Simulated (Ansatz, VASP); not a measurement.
**GaN: VASP beside Ansatz**

```xyz
4
Lattice="3.1005 0.0000 0.0000 -1.5502 2.6851 0.0000 0.0000 0.0000 5.2951" Properties=species:S:1:pos:R:3 pbc="T T T"
Ga    0.0000    1.7901    0.0000
Ga    1.5502    0.8950    2.6476
N     0.0000    1.7901    1.9857
N     1.5502    0.8950    4.6333
```

Change from the starting cell: strain -0.025 along x and y, +0.025 along z, atoms carried along.

Alike in both runs: task single point; functional PBE; k mesh 12 × 12 × 6; occupations gaussian, width 0.05 eV; no spin polarisation.

|  | VASP | Ansatz |
| --- | --- | --- |
| version | VASP 6.6.1 | Ansatz 0.2.0 |
| potentials or method | VASP PAW PBE potentials, release 64 (Ga_d, N) | scalar-relativistic, plane waves, PAW |
| plane-wave cutoff (eV) | 520 | 420 |
| valence electrons in the cell | 36 | 36 |

VASP gave:

- gap on the k mesh at the Fermi level (eV): 1.95
- least direct gap on the mesh (eV): 1.95
- pressure (GPa): 13.4
- largest component of the traceless stress (GPa): 12.34
- rms of the force components (eV/Å): 0.237

Problem. Which values does Ansatz return?

Solution. gap on the k mesh at the Fermi level (eV): 1.94; least direct gap on the mesh (eV): 1.94; pressure (GPa): 13.4; largest component of the traceless stress (GPa): 12.39; rms of the force components (eV/Å): 0.243.

Atom by atom the forces differ by 0.006 eV/Å (rms over components).
